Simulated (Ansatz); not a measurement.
NbC, DFT, PBEsol, all-electron LAPW, scalar-relativistic (Ansatz 0.2.0), run on 1 thread of Arm Neoverse V2 on a shared host.

The geometry is COD entry 1011323, unchecked; take it as a test cell. It is an old determination, and later ones may differ. The listed cell was then made from it by scaling, straining or moving an atom.

Command: `ansatz run input.yaml --threads 1 --pin off --max-ram 3072MiB --backend cpu --events-out ev --progress --plain --runs-dir out`

```yaml
crystal:
  lattice:
    - [0.0, 2.2217835949, 2.2217835949]
    - [2.2217835949, 0.0, 2.2217835949]
    - [2.2217835949, 2.2217835949, 0.0]
  atoms:
    - { symbol: Nb, position: [0.0, 0.0, 0.0] }
    - { symbol: C, position: [0.5, 0.5, 0.5] }
kpoints:
  mp_grid: { grid: [14, 14, 14] }
scf:
  occupations: { method: fermi_dirac, width: 0.08 }
hamiltonian:
  xc: pbesol
  pseudopotentials: { kind: all_electron, lapw: { basis_error: 0.00025 } }
output:
  forces: true
  stress: true
  eigenvalues: true
```

Task: How large is the problem that the program sets up?

Result: 104 irreducible k-points, 331 plane waves at Γ, 23 bands.

Task: Estimate the wall time and the peak memory.

Result: 23 s of wall time for 10 SCF iterations, with a peak of 0.51 GiB. Times on shared machines scatter by tens of per cent.

Task: And the same cell and mesh by PAW with the default files, asked for forces, stress, eigenvalues, efg, on the same hardware?

Result: 3.2 s, peak memory 0.34 GiB.
